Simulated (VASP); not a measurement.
# Te (R-3m) in VASP: notebook, part 2 of 2

VASP 6.6.1. The steps go on from the part before.

**3. Relaxation of cell and atoms, PBE**

INCAR reads:

```
PREC = Accurate ; ENCUT = 580
EDIFF = 1E-6 ; ISMEAR = -1
SIGMA = 0.05 ; LREAL = False
LASPH = True ; NELM = 100
ALGO = Normal ; ISIF = 3
LWAVE = False ; LCHARG = False
GGA = PE ; IBRION = 2
NSW = 60 ; EDIFFG = -0.02
```

KPOINTS reads:

```
Automatic mesh
0
Gamma
  9 9 9
```

POSCAR reads:

```
Te
1.0
    2.3059043427      1.3313144930      1.6909537039
   -2.3059043427      1.3313144930      1.6909537039
    0.0000000000     -2.6626289860      1.6909537039
Te
1
Direct
    0.5000000000      0.5000000000      0.5000000000
```

Potentials or basis: VASP PAW PBE potentials, release 54 (Te).

Command:

```sh
$ cat potpaw_PBE.54/Te/POTCAR > POTCAR
$ mpirun -np 1 vasp_std > vasp.out
```

OUTCAR:

```text
PREC = Accurate
   ENCUT = 580
   EDIFF = 1E-6
   ISMEAR = -1
   LREAL = False
   LASPH = True
   NELM = 100
   ISIF = 3
   GGA = PE
   IBRION = 2
   NSW = 60
   EDIFFG = -0.02

 ion  position               nearest neighbor table
   1  0.500  0.500  0.500-

  LATTYP: Found a trigonal (rhomboedric) cell.
 ALAT       =     3.1541904739
 COS(alpha) =    -0.0688991668

  Lattice vectors:

 A1 = (   2.3059043427,   1.3313144930,   1.6909537039)
 A2 = (  -2.3059043427,   1.3313144930,   1.6909537039)
 A3 = (   0.0000000000,  -2.6626289860,   1.6909537039)

Analysis of symmetry for initial positions (statically):
=====================================================================
 Subroutine PRICEL returns:
 Original cell was already a primitive cell.
[... 464 lines left out ...]
 cond. band min:       6.4074508574   @ k =  -0.1111   0.1111   0.1111
 fundamental gap:      0.0192529991
 Fermi energy:         6.3993928868

 k-point     1 :       0.0000    0.0000    0.0000
  band No.  band energies     occupation
      1      -7.1842      2.00000
      2       7.4512      0.00000
      3       7.6283      0.00000
      4       7.6283      0.00000
      5      12.4412      0.00000
      6      12.4412      0.00000
      7      12.8647      0.00000
[... 221 lines left out ...]
 k-point    24 :       0.4444    0.4444    0.0000
  band No.  band energies     occupation
      1      -3.9071      2.00000
      2       1.9895      2.00000
      3       2.2417      2.00000
      4       8.9249      0.00000
      5      10.0809      0.00000
      6      16.7370      0.00000
      7      18.6665      0.00000

 [... further k-points ...]

------------------------ aborting loop because EDIFF is reached ----------------------------------------

  FORCE on cell =-STRESS in cart. coord.  units (eV):
  Direction    XX          YY          ZZ          XY          YZ          ZX
  --------------------------------------------------------------------------------------
  -------------------------------------------------------------------------------------
  Total        0.0002420      0.0002420      0.0030409      0.0000000      0.0000000      0.0000000
  in kB        0.0118057      0.0118057      0.1483537      0.0000000      0.0000000      0.0000000
  external PRESSURE =       0.0573217 kB  Pullay stress =       0.0000000 kB
[... 16 lines left out ...]
  FREE ENERGIE OF THE ION-ELECTRON SYSTEM (eV)
  ---------------------------------------------------
  free  energy   TOTEN  =        -3.1033781003 eV

  energy  without entropy=       -3.0977783363  energy(sigma->0) =       -3.10057822

 reached required accuracy - stopping structural energy minimisation
```

CONTCAR:

```text
Te
   1.00000000000000
     2.2957434322073187    1.3254480885915909    1.7987675354668182
    -2.2957434322073187    1.3254480885915909    1.7987675354668173
     0.0000000000000001   -2.6508961771831818    1.7987675354668151
  Te
     1
Direct
     0.5000000000000000    0.5000000000000000    0.5000000000000000

  0.00000000E+00  0.00000000E+00  0.00000000E+00
```

Wall time 43 s (1 thread of Intel Xeon 6975P-C (Granite Rapids), shared host); peak memory 0.18 GiB.

What came out:

| Property | Result |
| --- | --- |
| Free energy | -3.1034 eV |
| Relaxed volume | 32.84 Å³/atom |
| Relaxed cell | a = 3.204 Å, b = 3.204 Å, c = 3.204 Å, α = 91.55°, β = 91.55°, γ = 91.55° |
| Space group after relaxing (to 0.05 Å) | R-3m (No. 166) |
| Energy gained by relaxing | 15.0 meV/atom |
| Ionic steps | 9 |
| Pressure after relaxing | 0.0 GPa |
| Band gap on the k mesh | none (metal or under the smearing width) |

Step by step:
```
step  energy change (eV)  largest force (eV/Å)  pressure (GPa)  volume (Å³)
   1              0.0000                0.0000            2.58        31.15
   2             -0.0082                0.0000           -1.19        33.47
   3             -0.0114                0.0000            0.00        32.63
   4             -0.0120                0.0000           -0.01        32.66
   5             -0.0135                0.0000           -0.03        32.76
   6             -0.0149                0.0000           -0.13        32.92
   7             -0.0149                0.0000           -0.15        32.94
   8             -0.0146                0.0000            0.44        32.57
   9             -0.0150                0.0000            0.01        32.84
```

Final structure:
```
CELL_PARAMETERS angstrom
2.29574 1.32545 1.79877
-2.29574 1.32545 1.79877
0.00000 -2.65090 1.79877
ATOMIC_POSITIONS crystal
Te 0.50000 0.50000 0.50000
```

**4. Single point, PBE**

INCAR reads:

```
SYSTEM = Te
  PREC = Accurate
  ENCUT = 520
  EDIFF = 1E-6
  ISMEAR = 0
  SIGMA = 0.012
  LREAL = .False.
  LASPH = .True.
  NELM = 100
  ALGO = Fast
  ISIF = 2
  LWAVE = .False.
  LCHARG = .False.
  GGA = PE
  NBANDS = 9
```

KPOINTS reads:

```
Automatic mesh
0
Gamma
  9 9 9
  0 0 0
```

POSCAR is that of step 3.

Potentials or basis: VASP PAW PBE potentials, release 64 (Te).

Command:

```sh
$ cat potpaw_PBE.64/Te/POTCAR > POTCAR
$ mpirun -np 1 vasp_std > vasp.out
```

Run time: 14 s. Hardware: 1 thread of AMD EPYC 9R14 (Zen 4), shared host; peak memory 0.12 GiB.

Results (log left out):

```yaml
Free_energy: -3.0849 eV
Pressure: 2.6 GPa
Band_gap_on_the_k_mesh: none (metal or under the smearing width)
```

Stress tensor (GPa, compression positive):
```
2.73 0.00 0.00
0.00 2.73 0.00
0.00 0.00 2.44
```

Levels at points of the mesh, in eV from the Fermi level:
| k point | band 1 | band 2 | band 3 | band 4 | band 5 | band 6 | band 7 | band 8 |
| --- | --- | --- | --- | --- | --- | --- | --- | --- |
| (0.00, 0.00, 0.00) | -13.98 | 0.95 | 1.43 | 1.43 | 6.05 | 6.05 | 6.71 | 16.89 |

Spin-orbit coupling is left out, which matters for the levels of Te.

**5. Single point, PBE**

INCAR reads:

```
  PREC = Accurate
  ENCUT = 520
  EDIFF = 1E-6
  ISMEAR = 0
  SIGMA = 0.02
  LREAL = F
  LASPH = T
  NELM = 80
  ALGO = Fast
  ISIF = 2
  LWAVE = F
  LCHARG = F
  GGA = PE
  NBANDS = 9
```

KPOINTS reads:

```
regular mesh
0
Gamma
  9 9 9
```

POSCAR is that of step 4.

Command:

```sh
$ cat potpaw_PBE.64/Te/POTCAR > POTCAR
$ mpirun -np 1 vasp_std > vasp.out
```

It took 10 s on 1 thread of AMD EPYC 9R45 (Zen 5), shared host; peak memory 0.11 GiB.

The run converged. Its results:

- Free energy: -3.0851 eV
- Pressure: 2.6 GPa
- Band gap on the k mesh: none (metal or under the smearing width)

Stress tensor (GPa, compression positive):
```
2.69 0.00 0.00
0.00 2.69 0.00
0.00 0.00 2.46
```

Levels at points of the mesh, in eV from the Fermi level:
```
           k point  band 1  band 2  band 3  band 4  band 5  band 6
(0.00, 0.00, 0.00)  -13.98    0.95    1.43    1.43    6.05    6.05
```

Spin-orbit coupling is left out, which matters for the levels of Te.

**6. The reference run**

An earlier run on the cell as given: functional PBE; potentials or basis VASP PAW PBE potentials, release 64 (Te); cutoff 520 eV; k mesh 9 × 9 × 9; occupations fermi-dirac, width 0.05 eV; no spin polarisation.

- Pressure: 2.6 GPa
- Band gap on the k mesh: none (metal or under the smearing width)

**7. Overview**

```csv
task,potentials or basis,cell,cutoff (eV),smearing,gap on the mesh (eV),pressure (GPa),relaxed volume (Å³/atom)
relaxation of cell and atoms,"VASP PAW PBE potentials, release 54 (Te)",relaxed,600,fermi-dirac 0.05 eV,none,0.0,32.84
relaxation of cell and atoms,"VASP PAW PBE potentials, release 54 (Te)",relaxed,580,fermi-dirac 0.05 eV,none,0.0,32.84
single point,"VASP PAW PBE potentials, release 64 (Te)",as given,520,gaussian 0.012 eV,none,2.6,-
single point,"VASP PAW PBE potentials, release 64 (Te)",as given,520,gaussian 0.02 eV,none,2.6,-
single point,"VASP PAW PBE potentials, release 64 (Te)",as given,520,fermi-dirac 0.05 eV,none,2.6,-
```

Alike in all rows: level PBE; no spin polarisation; k mesh 9 × 9 × 9.

Absolute energies hang on the potentials; compare differences alone.
